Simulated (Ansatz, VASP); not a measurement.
# Se in VASP and in Ansatz

The input INCAR:

```
  PREC = Accurate
  ENCUT = 520
  EDIFF = 1E-6
  ISMEAR = 0
  SIGMA = 0.05
  LREAL = F
  LASPH = T
  NELM = 80
  ALGO = Normal
  ISIF = 2
  LWAVE = F
  LCHARG = F
  GGA = PE
  IVDW = 12
  NBANDS = 16
```

KPOINTS

```
regular mesh
0
Gamma
  12 12 8
```

Contents of POSCAR:

```
Se
1.0
    3.8371033856      0.0000000000      0.0000000000
   -1.9185516928      3.3230290089      0.0000000000
    0.0000000000      0.0000000000      5.4563610144
Se
3
Direct
    0.2473450684      0.0000000000      0.3333333333
    0.0000000000      0.2473450684      0.6666666667
    0.7526549316      0.7526549316      0.0000000000
```

Input for Ansatz:

```yaml
crystal:
  lattice:
    - [3.8371033856, 0.0, 0.0]
    - [-1.9185516928, 3.3230290089, 0.0]
    - [0.0, 0.0, 5.4563610144]
  atoms:
    - { symbol: Se, position: [0.2473450684, 0.0, 0.3333333333] }
    - { symbol: Se, position: [0.0, 0.2473450684, 0.6666666667] }
    - { symbol: Se, position: [0.7526549316, 0.7526549316, 0.0] }
basis:
  ecutwfc: 420
kpoints:
  mp_grid: { grid: [12, 12, 8] }
hamiltonian:
  xc: pbe
  dispersion: d3bj
scf:
  occupations: { method: gaussian, width: 0.05 }
output:
  forces: true
  stress: true
  eigenvalues: true
  write_density: true
  write_potential: true
  elf: true
  volumetric_format: npy
```

Alike in both runs: task single point; functional PBE; dispersion D3(BJ); k mesh 12 × 12 × 8; occupations gaussian, width 0.05 eV; no spin polarisation.

```csv
,VASP,Ansatz
version,VASP 6.6.1,Ansatz 0.2.0
potentials or method,"VASP PAW PBE potentials, release 64 (Se)","scalar-relativistic, plane waves, PAW"
plane-wave cutoff (eV),520,420
valence electrons in the cell,18,48
```

```tsv
	VASP	Ansatz	Ansatz less VASP
gap on the k mesh at the Fermi level (eV)	none	none	-
pressure (GPa)	1.0	0.9	-0.10
largest component of the traceless stress (GPa)	3.07	3.14	+0.071
rms of the force components (eV/Å)	0.140	0.130	-0.0103
```

Atom by atom the forces differ by 0.010 eV/Å (rms over components). A gap of «none» marks a metal or a gap that the smearing closes. The two sets of potentials don't hold the same shells in valence.

Caveats: pairwise dispersion overbinds metals, which lowers pressure and volume.
